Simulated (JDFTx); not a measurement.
Crystal: NaCl.

```
Cl Na
1.0
     0.00000    2.79406    2.79406
     2.79406    0.00000    2.79406
     2.79406    2.79406    0.00000
Cl Na
1 1
Direct
  0.50000 0.50000 0.50000
  0.00000 0.00000 0.00000
```

The cell is a database's computed one.

Base run:

- Program: JDFTx 1.7.0 (patched build)
- Functional: TASK
- Potentials or basis: SG15-PBE-1.2
- Cutoff: 1088 eV
- Density cutoff: 8708 eV
- k mesh: 8 × 8 × 8
- Occupations: fermi-dirac, width 0.05 eV
- Spin: no spin polarisation

Its results: band gap on the k mesh 8.56 eV, direct; pressure 8.9 GPa.

Q: The run is repeated on the same cell with these changes: functional from TASK to SCAN. What comes out?

A: Band gap on the k mesh 5.92 eV, direct; pressure 0.3 GPa.

Caveats: the potentials were made for another functional, which shifts forces and pressure.

A k mesh can miss the band edges.
